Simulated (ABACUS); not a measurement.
BN:

```
N B
1.0
     2.56397    0.00000    0.00000
     1.28199    2.22046    0.00000
     1.28199    0.74015    2.09347
N B
1 1
Direct
  0.25000 0.25000 0.25000
  0.00000 0.00000 0.00000
```

The cell is a database's computed one.

```yaml
Program: ABACUS 3.10.1
Task: relaxation of cell and atoms
Functional: OLYP
Potentials_or_basis: PseudoDojo NC SR 0.5 PBE stringent
Cutoff: 1143 eV
Density_cutoff: 4572 eV
Basis: plane waves
k_mesh: 10 × 10 × 10
Occupations: fermi-dirac, width 0.05 eV
Spin: no spin polarisation
```

At the start: pressure -10.3 GPa; volume 5.96 Å³/atom.

Problem. How do energy, volume and symmetry change on relaxing?

Solution. Over 3 steps the energy falls by 5.4 meV/atom and the volume is 5.79 Å³/atom (-2.8 %); space group F-43m (No. 216, to 0.05 Å).

Step by step:
```tsv
step	energy change (eV)	largest force (eV/Å)	pressure (GPa)	volume (Å³)
1	0.0000	0.0000	-10.29	11.92
2	-0.0054	0.0000	-7.39	11.82
3	-0.0108	0.0000	0.19	11.58
```

Final structure:
```xyz
2
Lattice="2.5397 0.0000 0.0000 1.2699 2.1995 0.0000 1.2699 0.7332 2.0737" Properties=species:S:1:pos:R:3 pbc="T T T"
N     1.2699    0.7332    0.5184
B     0.0000    0.0000    0.0000
```

Caveat: the potentials were made for another functional, which shifts forces and pressure.
